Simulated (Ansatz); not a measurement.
# ZnS (F-43m), zone-centre modes

Theory: Ansatz 0.2.0, DFT PBEsol, scalar-relativistic, plane waves, PAW. The runs took a 420 eV cutoff, a Γ-centred 12×12×8 mesh and Gaussian smearing (0.05 eV). No spin polarisation.

The undisturbed cell (relaxed at this level):

```xyz
4
Lattice="0.0000 -2.6783 -2.6783 -2.6783 0.0000 -2.6783 2.6783 2.6783 -5.3565" Properties=species:S:1:pos:R:3 pbc="T T T"
Zn    0.0000    0.0000    0.0000
Zn    0.0000    0.0000   -5.3565
S     1.3391    1.3391   -6.6956
S    -1.3391   -1.3391   -6.6956
```

Harmonic modes by finite displacements of 0.02 Å, without the LO–TO term. The cell doubles the primitive one, so its zone centre also holds the primitive cell's point q = (0, 0, 1/2).

(1) At this geometry, is the structure stable against these modes?

(2) List the wavenumbers in cm⁻¹.

Answers

(1) Yes: no mode is imaginary beyond 10 cm⁻¹, and only the three translations lie near zero.

(2) 0, 0, 0, 70, 70, 195, 279, 279, 279, 293, 293, 335.

Cost: 1 run of about 11 core-minutes, on Arm Neoverse V1 (shared hosts).